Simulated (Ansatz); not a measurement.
Wanted: the native input for an Ansatz 0.2.0 run.

```
Task                  : relaxation of cell and atoms
Functional            : r2SCAN
Potentials or basis   : Ansatz PAW
Cutoff                : 500 eV (not typed: the program's choice for these potentials)
k mesh                : 11 × 11 × 3
Occupations           : fermi-dirac, width 0.05 eV
Spin                  : no spin polarisation
Target pressure       : 5 GPa
Target pressure (GPa) : 5
```

Crystal: Al2O3.

```xyz
5
Lattice="2.8843 0.0000 0.0000 -1.4422 2.4979 0.0000 0.0000 0.0000 9.3368" Properties=species:S:1:pos:R:3 pbc="T T T"
Al    0.0000    0.0000    7.9363
Al    0.0000    0.0000    1.4004
O     0.0000    1.6653    7.2610
O     1.4422    0.8326    0.0000
O     0.0000    1.6653    2.0757
```

Measurements of this composition are mostly on another form, of space group No. 167.

The input as run:

input.yaml

```yaml
crystal:
  lattice:
    - [2.8843249483, 0.0, 0.0]
    - [-1.4421624742, 2.497898678, 0.0]
    - [0.0, 0.0, 9.33675446]
  atoms:
    - { symbol: Al, position: [0.0, 0.0, 0.85000767] }
    - { symbol: Al, position: [0.0, 0.0, 0.14999233] }
    - { symbol: O, position: [0.3333333333, 0.6666666667, 0.77768308] }
    - { symbol: O, position: [0.6666666667, 0.3333333333, 0.0] }
    - { symbol: O, position: [0.3333333333, 0.6666666667, 0.22231692] }
hamiltonian:
  xc: r2scan
  pseudopotentials: { kind: paw }
kpoints:
  mp_grid: { grid: [11, 11, 3] }
scf:
  occupations: { method: fermi_dirac, width: 0.05 }
output:
  forces: true
  stress: true
  eigenvalues: true
relax:
  f_tol: 0.01
  max_steps: 40
  cell: { stress_tol: 0.05, p_target: 5.0 }
```

Potentials or basis: Ansatz PAW.

Launch:

```bash
$ ansatz run input.yaml --threads 2 --pin off --max-ram 5632MiB --backend cpu --events-out ev --progress --plain --runs-dir out
```

Results of the run:

* Relaxed volume: 9.71 Å³/atom
* Relaxed cell: a = 2.833 Å, b = 2.833 Å, c = 6.985 Å, α = 90.00°, β = 90.00°, γ = 120.00°
* Space group after relaxing (to 0.05 Å): P-6m2 (No. 187)
* Energy change on relaxing (the enthalpy is what falls): +3.9 meV/atom
* Ionic steps: 12
* Pressure after relaxing: 5.0 GPa
* Band gap on the k mesh: 5.59 eV, indirect (least direct gap 5.69 eV)

Caveat: the volume moved by over 15 % at a fixed basis, so the end points are rough; odd divisions of the mesh miss points on the zone boundary, where band edges often lie, so the gap on the mesh can be too wide; the plane-wave basis is chosen anew once the cell has moved, so the energies of steps on either side of that aren't comparable; the PAW data sets come from PBE, with cores solved anew for the run's functional, which leaves a small shift of forces and pressure.

Wall time 56 s on 2 threads of Arm Neoverse V2, with other jobs on the host, peak memory 0.55 GiB.
